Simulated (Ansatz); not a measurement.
Crystal: MgSi.

```xyz
2
Lattice="2.9084 0.0000 0.0000 0.0000 2.9084 0.0000 0.0000 0.0000 4.1034" Properties=species:S:1:pos:R:3 pbc="T T T"
Si    1.4542    1.4542    2.0517
Mg    0.0000    0.0000    0.0000
```

The cell comes from a database or a generator and needn't be the stable form of this composition.

| Item | Value |
| --- | --- |
| Program | Ansatz 0.2.0 |
| Task | relaxation of cell and atoms |
| Functional | HSE06 |
| Potentials or basis | Ansatz PAW |
| Cutoff | 420 eV (not typed: the program's choice for these potentials) |
| k mesh | 5 × 5 × 4 |
| Occupations | fermi-dirac, width 0.05 eV |
| Spin | no spin polarisation |

At the start: volume 17.35 Å³/atom.

Task: How do energy, volume and symmetry change on relaxing?

Result: It ends after 4 steps and the volume is 17.16 Å³/atom (-1.1 %); space group P4/mmm (No. 123, to 0.05 Å).

Step by step:
| step | energy change (eV) | largest force (eV/Å) | volume (Å³) |
| --- | --- | --- | --- |
| 1 | 0.0000 | 0.0000 | 34.71 |
| 2 | -0.0313 | 0.0000 | 34.33 |
| 3 | -0.0314 | 0.0000 | 34.31 |
| 4 | -0.0315 | 0.0000 | 34.31 |

Final structure:
```
Si Mg
1.0
     2.83677    0.00000    0.00000
     0.00000    2.83677    0.00000
     0.00000    0.00000    4.26411
Si Mg
1 1
Direct
  0.50000 0.50000 0.50000
  0.00000 0.00000 0.00000
```

Caveat: the k mesh is coarse (spacing up to 0.43 Å⁻¹), so the values aren't converged, least of all with exact exchange; the plane-wave basis is chosen anew once the cell has moved, so the energies of steps on either side of that aren't comparable; the PAW data sets come from PBE, with cores solved anew for the run's functional, which leaves a small shift of forces and pressure.
